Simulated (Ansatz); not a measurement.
input.yaml (Ansatz)

```yaml
crystal:
  lattice:
    - [3.440524329, 0.0, 0.0]
    - [0.0, 3.440524329, 0.0]
    - [0.0, 0.0, 3.440524329]
  atoms:
    - { symbol: Na, position: [0.0, 0.0, 0.0] }
hamiltonian:
  xc: rpbe
  pseudopotentials:
    kind: paw
    azcp:
      Na: "pseudopotentials/Na.paw.azcp"
basis:
  ecutwfc: 420
  fft_grid_basis: typed
kpoints:
  mp_grid: { grid: [9, 9, 9], shift: [0, 0, 0] }
magnetization:
  spin_polarized: false
scf:
  occupations: { method: fermi_dirac, width: 0.1 }
relax:
  max_steps: 60
  f_tol: 0.01
  cell: {}
```

Output

```
Engine: ansatz 0.2.0, aarch64-unknown-linux-gnu
Pseudopotentials: kind: paw
Pseudopotential: Na, paw, valence charge 9, recommended cutoff 420 eV (normal) 
Functional definition: RPBE
  parameter kappa = 0.804
  parameter beta = 0.06672455060314922
  exchange = rpbe_x(kappa = kappa, mu = beta*pi^2/3)
  correlation = pbe_c(beta = beta)
Crystal: 1 atoms, lattice volume = 40.726 Å³
Basis set: ecut = 420 eV, 799 PW (Γ), exchange–correlation on 48×48×48 points (8 copies of the dense FFT grid, shifted against one another)
Bands: 9, of which v1, the nominal top of the filled ones, is band 5 counted from 1 (4 counted from 0)
Symmetry: 48 space group operations
Space group: Pm-3m (ITA 221), of the structure as read, at distance tolerance 3.4e-5 Å
k-points: 35 of 729
Non-local potential: Na, projectors of the file, l = 0: 3, l = 1: 2, l = 2: 1
PAW form: soft (Blöchl's): semilocal exchange-correlation on the pseudo side does not see the compensation charge
PAW frozen core: Na, regenerated for the run's functional, and the local potential with it (the file was generated under x = pbe(κ = 0.804, μ = 0.2195149727645171), c = pbe(β = 0.06672455060314922))
PAW one-centre angular grid: Na, 110 points (default); XC on 64 Gauss nodes
Initial density: superposition of atomic densities (neutral atoms: chi_scale 0, normalization atom), corrected by the library's trained network
Initial wavefunctions: pseudopotential atomic-orbital guess
Functional: x = rpbe, c = pbe(β = 0.06672455060314922)
SCF iter   1: F=—  HF=-1488.993925 eV  |F-HF|=—  |Δ(HF+E_count)|=         —  Δρ=2.02e-3  dr2=1.17e-3  ethr=1.77e-3  ⟨swp⟩=5.3  Hψ=2024  notcnv=0
SCF iter   2: F=—  HF=-1488.993584 eV  |F-HF|=—  |Δ(HF+E_count)|=   3.41e-4  Δρ=7.14e-4  dr2=3.88e-4  ethr=1.29e-5  ⟨swp⟩=2.2  Hψ=739  notcnv=0
SCF iter   3: F=—  HF=-1488.993662 eV  |F-HF|=—  |Δ(HF+E_count)|=   7.81e-5  Δρ=3.09e-4  dr2=5.78e-5  ethr=4.31e-6  ⟨swp⟩=1.0  Hψ=313  notcnv=0
SCF iter   4: F=—  HF=-1488.993636 eV  |F-HF|=—  |Δ(HF+E_count)|=   2.59e-5  Δρ=1.06e-5  dr2=4.91e-8  ethr=6.42e-7  ⟨swp⟩=1.4  Hψ=328  notcnv=0
iter 5 did not close the SCF: its close was put off for the readings that it lacked (scf_convergence_deferred on its scf_iter line)
SCF iter   5: F=-1488.993636 eV  HF=-1488.993636 eV  |F-HF|=2.73e-10  |Δ(HF+E_count)|=   1.06e-7  Δρ=2.49e-6  dr2=1.23e-9  ethr=5.46e-10  ⟨swp⟩=2.3  Hψ=480  notcnv=0
SCF iter   6: F=-1488.993636 eV  HF=-1488.993636 eV  |F-HF|=7.28e-12  |Δ(HF+E_count)|=  4.83e-10  Δρ=2.93e-7  dr2=1.14e-11  ethr=1.37e-11  ⟨swp⟩=1.0  Hψ=928  notcnv=0
SCF 1 converged in 6 iterations: F = -1488.993636 eV  dr2 = 1.14e-11
...
relax step   3: F+E_penalty+E_count = -1488.99503296 eV  Δ(F+E_penalty+E_count) = -9.523e-4 eV  max|allowed force component| = 0.000e0 eV/Å  Δτ_max = 0.0000 Å  P = +0.011 GPa  Ω = 42.471 Å³  energy of the carried Pulay correction = -3.340e-5 eV  (4 SCF iters, dr2 threshold 1.00e-7 eV, accepted)
Initial wavefunctions: pseudopotential atomic-orbital guess (no wavefunctions were taken with the density)
iter 1 solved again at ethr=5.43e-8 eV; its pass at ethr=3.10e-3 eV (dr2=4.89e-6 eV) is discarded
SCF iter   1: F=—  HF=-1488.993782 eV  |F-HF|=—  |Δ(HF+E_count)|=         —  Δρ=3.39e-4  dr2=1.53e-6  ethr=5.43e-8  ⟨swp⟩=3.4  Hψ=2884  notcnv=0
SCF iter   2: F=—  HF=-1488.994831 eV  |F-HF|=—  |Δ(HF+E_count)|=   1.05e-3  Δρ=1.69e-4  dr2=2.68e-7  ethr=1.71e-8  ⟨swp⟩=2.0  Hψ=450  notcnv=0
SCF iter   3: F=—  HF=-1488.995038 eV  |F-HF|=—  |Δ(HF+E_count)|=   2.07e-4  Δρ=4.99e-5  dr2=5.80e-8  ethr=2.98e-9  ⟨swp⟩=2.0  Hψ=484  notcnv=0
SCF iter   4: F=—  HF=-1488.995054 eV  |F-HF|=—  |Δ(HF+E_count)|=   1.67e-5  Δρ=8.38e-6  dr2=5.25e-9  ethr=6.44e-10  ⟨swp⟩=2.0  Hψ=449  notcnv=0
SCF iter   5: F=—  HF=-1488.995055 eV  |F-HF|=—  |Δ(HF+E_count)|=   4.28e-7  Δρ=1.19e-6  dr2=6.96e-10  ethr=5.83e-11  ⟨swp⟩=2.0  Hψ=449  notcnv=0
SCF iter   6: F=—  HF=-1488.995055 eV  |F-HF|=—  |Δ(HF+E_count)|=   3.64e-9  Δρ=2.18e-7  dr2=3.58e-11  ethr=7.73e-12  ⟨swp⟩=1.6  Hψ=337  notcnv=0
SCF iter   7: F=-1488.995055 eV  HF=-1488.995055 eV  |F-HF|=2.27e-13  |Δ(HF+E_count)|=  1.23e-11  Δρ=2.17e-8  dr2=1.94e-13  ethr=1.00e-12  ⟨swp⟩=4.6  Hψ=966  notcnv=0
SCF 4 converged in 7 iterations: F = -1488.995055 eV  dr2 = 1.94e-13
relax step   4: F+E_penalty+E_count = -1488.99505493 eV  Δ(F+E_penalty+E_count) = -2.197e-5 eV  max|allowed force component| = 0.000e0 eV/Å  Δτ_max = 0.0000 Å  P = +0.009 GPa  Ω = 42.471 Å³  stress off target by 8.59e-3 GPa  SCF on the basis re-selected at this cell (its energy is not comparable with the rows above)  (7 SCF iters)
basis re-selected at this cell: Δ(F+E_penalty+E_count) = -2.197e-5 eV, ΔP = -0.002 GPa vs the last step (what re-selecting the basis moved, of the pressure what is left beyond the Pulay correction that the steps carried, after the strain that the cell walked since its last selection, with what the two solves' SCF thresholds leave and, on support functions, any second-order correction that the steps lacked; it is no measure of the basis error at this ecutwfc). This SCF's stress stands 8.59e-3 GPa from its target on what of the cell is left free (relax.cell.stress_tol is 5.00e-2 GPa) and its largest allowed force component is 0.00e0 eV/Å (relax.f_tol is 1.00e-2 eV/Å): within both
SCF converged after 7 iterations
Free energy (F): -1488.995055 eV
Harris-Foulkes:  -1488.995055 eV  (|F-HF|=2.27e-13)
Internal energy: -1488.977127 eV  (E = F + TS)
E sigma→0 (E₀):  -1488.986091 eV
Entropy (-TS):   -0.017928 eV (-17.928 meV/atom)
Fermi energy:    1.295225 eV
--- Per-component energies (eV) ---
  E_band       = -247.159086
  E_kinetic    = 120.020683
  E_local      = -1497.533048  (includes V_loc(G=0)·N_el)
  E_nonlocal   = 114.716255
  E_hartree    = 552.093054
  E_xc         = -38.587927
  E_vxc        = -49.225856  (∫ρ·V_xc dr)
  E_paw        = -265.405114  (= ΣΔE_a)
  E_vpaw       = -39.323190  (= ΣTr[D̂ρ^β])
  E_aug_tail   = -0.000037  (compensation charges beyond the density's cutoff)
  E_ewald      = -474.255975
  E_core_change = -0.025019  (= ΣΔE_core)
  E_smearing   = -0.017928  (= −TS)
  E_closure    = -0.000000  (closes the sum)
  Σ components = -1488.995055   (vs F -1488.995055, Δ=0.00e0)
--- Forces (eV/Å), atoms counted from 1 ---
  atom   1  Na    -0.00000000     0.00000000    -0.00000000
  max |Σ_I F_I| component: 6.42e-34 eV/Å
--- Stress (GPa, compression-positive) ---
        0.008590      -0.000000      -0.000000
       -0.000000       0.008590      -0.000000
       -0.000000      -0.000000       0.008590
  P = ⅓ Tr σ = 0.0086 GPa (0.086 kbar)
--- Relaxed structure (3 steps of the walk, 3 accepted, 1 SCFs on fresh bases) ---
  F+E_penalty+E_count = -1488.99505493 eV   max|allowed force component| = 0.000e0 eV/Å   (the final SCF, on the basis selected at the relaxed cell)
  cell:  # Å, volume = 42.4714 Å³
    - [3.4889832441349737, 8.024708101613484e-36, -6.419766481290786e-35]
    - [-5.055566104016494e-34, 3.4889832441349737, 1.2839532962581572e-34]
    - [1.925929944387236e-34, 0.0, 3.4889832441349737]
  atoms:
    - { symbol: Na, position: [0.0, 0.0, 0.0] }
```
